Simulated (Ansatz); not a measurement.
## V2O5: 17O NMR of the central transition

Cell: a computed structure from the Materials Project (it need not be an observed phase), taken as it stands.

Space group P2_1/m (No. 11); a = 6.2873, b = 3.5539, c = 7.2174 Å, β = 90.14°.

| site | Wyckoff | site symmetry | x | y | z |
| --- | --- | --- | --- | --- | --- |
| V1 | 2e | m | 0.7418 | 0.2500 | 0.7245 |
| V3 | 2e | m | 0.1949 | 0.2500 | 0.9028 |
| O5 | 2e | m | 0.7403 | 0.7500 | 0.8087 |
| O7 | 2e | m | 0.0374 | 0.2500 | 0.7052 |
| O9 | 2e | m | 0.4409 | 0.2500 | 0.8262 |
| O11 | 2e | m | 0.1457 | 0.7500 | 0.9689 |
| O12 | 2e | m | 0.6799 | 0.2500 | 0.5118 |

One atom of each set is listed.

The numbers come from a DFT calculation in Ansatz (r2SCAN, plane waves and PAW (field gradients read without the response of the frozen cores, which leaves them typically 4 to 6 % off), scalar-relativistic, 500 eV cutoff, Γ-centred 4×6×3 k-points, Fermi–Dirac smearing 0.02 eV).

17O has I = 5/2 and Q = -25.58 mb (Pyykkö 2018); at 7.05 T its Larmor frequency is ν₀ = 40.7 MHz. Only the quadrupole interaction is simulated: positions count from each site's isotropic chemical shift, and J coupling is left out, as are shift anisotropy and dipolar coupling, which fast spinning averages.

Task: What does the 17O spectrum (fast magic-angle spinning) show for each site?

Result: 

```tsv
site	first shell	C_Q (MHz)	η	P_Q (MHz)	δ_QIS (ppm)	breadth (kHz)
O5	3 V at 1.88–2.12 Å	-2.10	0.84	2.34	-19.8	1.82
O7	2 V at 1.73–1.86 Å, angle 120°	1.83	0.51	1.91	-13.1	1.24
O9	2 V at 1.64–2.03 Å, angle 178°	1.55	0.88	1.74	-10.9	0.996
O11	4 V at 1.87–2.34 Å	-3.55	0.24	3.59	-46.5	4.31
O12	1 V at 1.58 Å	1.81	0.42	1.86	-12.5	1.18
```

δ_QIS = −(ν_Q²/30ν₀²)[I(I+1) − 3/4](1 + η²/3) × 10⁶ ppm with ν_Q = 3|C_Q|/[2I(2I−1)]; it falls as 1/B₀² in ppm, and the breadth as 1/B₀ in kHz.

At O7 V_zz points along the bisector of its two bonds (within 2°). At O12 V_zz points along its bond to V (within 1°).

At this cell the principal stresses reach 5 GPa in size with r2SCAN, which can matter for small gradients. The largest force is 1.2 eV/Å, so the atoms aren't at the calculated equilibrium and relaxing them would move these values.
